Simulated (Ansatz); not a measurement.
Zincblende LiH, relaxed with r2SCAN, was run in the PAW code Ansatz under altered settings. All numbers are computed, without spin polarisation but where a row says otherwise.

```yaml
crystal:
  lattice:
    - [0.00000, 2.14512, 2.14512]
    - [2.14512, 0.00000, 2.14512]
    - [2.14512, 2.14512, 0.00000]
  atoms:
    - { symbol: Li, position: [0.00000, 0.00000, 0.00000] }
    - { symbol: H, position: [0.25000, 0.25000, 0.25000] }
```

The base run's other keys:
```yaml
kpoints:
  mp_grid: { grid: [4, 4, 4] }
hamiltonian:
  xc: hse06
scf:
  occupations: { method: fixed }
  n_extra_bands: 4
```

It takes 10 iterations with 387 plane waves at 420 eV and 8 k points, and leaves a mean stress of -0.41 GPa. The gap over this mesh is 5.243 eV. It ran on 4 threads of Arm Neoverse N1, with other jobs on the host.

Outcomes, with energy and stress as changes against the base:
```csv
setting,outcome,ΔF (meV/atom),Δ mean stress (GPa),gap on the mesh (eV),iterations,wall time
hamiltonian.xc: lc_wpbe,converged,–,+0.2,10.274,12,2.1 s
scf.exx.ecutfock_ratio: 4,converged,0.0,0.0,5.243,10,1.8 s
"PBE hybrid, exx coeff 0.35, omega 0.1 1/Å",converged,–,-0.1,6.143,13,1.9 s
"PBE hybrid, exx coeff 0.1, omega 0.3 1/Å",converged,–,+0.2,4.523,9,1.8 s
scf.occupations: tetrahedron,refused,–,–,–,–,0.03 s
```
A dash marks a value that wasn't obtained or can't be compared. Stress is positive in compression. The base took 1.8 s.

- hamiltonian.xc: lc_wpbe. The mean stress moves by +0.2 GPa and the gap on the mesh by +5.030 eV (to 10.274). It's another functional on the same cell, so totals aren't comparable.
- PBE hybrid, exx coeff 0.35, omega 0.1 1/Å. That is 35 % exact exchange, screened with ω = 0.1 1/Å, against HSE06's 25 % screened at 0.208 1/Å. The mean stress moves by -0.1 GPa and the gap on the mesh by +0.899 eV (to 6.143). Totals of different functionals aren't comparable. The program warns that on this mesh the truncation of the exchange isn't bounded, so part of the change can be an error of the mesh.
- PBE hybrid, exx coeff 0.1, omega 0.3 1/Å. That is 10 % exact exchange, screened with ω = 0.3 1/Å, against HSE06's 25 % screened at 0.208 1/Å. The mean stress moves by +0.2 GPa and the gap on the mesh by -0.720 eV (to 4.523). Totals of different functionals aren't comparable.
- scf.occupations: tetrahedron. The program doesn't start. Error: 2 input errors — fix all and re-run

Within 1 meV an atom, 0.1 GPa and 0.005 eV of the base stay: scf.exx.ecutfock_ratio: 4.

The program warns that its thresholds are loose for a hybrid's stress.

The meshes of the hybrids are coarse, so their gaps aren't converged to the digits shown.
